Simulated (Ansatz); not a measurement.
BaTiO3:

```
Ba Ti O
1.0
    -3.80268   -0.05658   -0.02182
    -0.02191   -0.03168   -4.13033
    -0.11316   -7.97351   -0.06307
Ba Ti O
2 2 6
Direct
  0.04486 0.90917 0.49511
  0.00815 0.92181 0.02441
  0.45719 0.52057 0.20539
  0.50232 0.47064 0.76225
  0.48144 0.03993 0.24039
  0.45629 0.07298 0.69357
  0.53803 0.54059 0.44980
  0.52906 0.55800 0.03050
  0.98202 0.45740 0.26038
  0.00064 0.50892 0.83819
```

- Program: Ansatz 0.2.0
- Task: relaxation of cell and atoms
- Functional: PBE
- Potentials or basis: Ansatz PAW
- Cutoff: 420 eV (not typed: the program's choice for these potentials)
- k mesh: 7 × 7 × 4
- Occupations: fermi-dirac, width 0.05 eV
- Spin: no spin polarisation
- Hubbard terms: Ti d U = 1 eV

At the start: volume 12.52 Å³/atom.

Question: Where does the relaxation end?

Answer: It ends after 14 steps and the volume is 13.37 Å³/atom (+6.8 %); space group R3m (No. 160, to 0.05 Å).

Step by step:
```tsv
step	energy change (eV)	largest force (eV/Å)	volume (Å³)
1	0.0000	26.7988	125.20
2	-6.9912	10.5728	133.87
3	-9.5148	3.2594	134.72
4	-10.3597	1.1977	135.27
5	-10.5260	0.0553	133.67
6	-10.5290	0.0065	133.28
7	-10.5292	0.0076	133.22
8	-10.5756	0.0091	133.22
9	-10.5747	0.0740	134.08
10	-10.5777	0.0350	133.66
11	-10.5778	0.0011	133.69
12	-10.5803	0.0012	133.69
13	-10.5806	0.0012	133.70
14	-10.5807	0.0013	133.70
```

Final structure:
```
CELL_PARAMETERS angstrom
-4.04306 -0.00883 -0.00909
-0.00973 -0.01111 -4.07032
-0.01798 -8.12451 -0.02145
ATOMIC_POSITIONS crystal
Ba 0.99224 0.99036 0.49545
Ba 0.99223 0.99036 0.99545
Ti 0.47982 0.47633 0.23865
Ti 0.47982 0.47632 0.73865
O 0.50621 0.01839 0.25332
O 0.50620 0.01839 0.75332
O 0.50648 0.50709 0.50875
O 0.50647 0.50709 0.00875
O 0.01527 0.50783 0.25383
O 0.01526 0.50783 0.75383
```

Caveat: the electronic state changed during the relaxation; the plane-wave basis is chosen anew once the cell has moved, so the energies of steps on either side of that aren't comparable; the pressure holds a Pulay correction of +0.5 GPa for the finite cutoff.
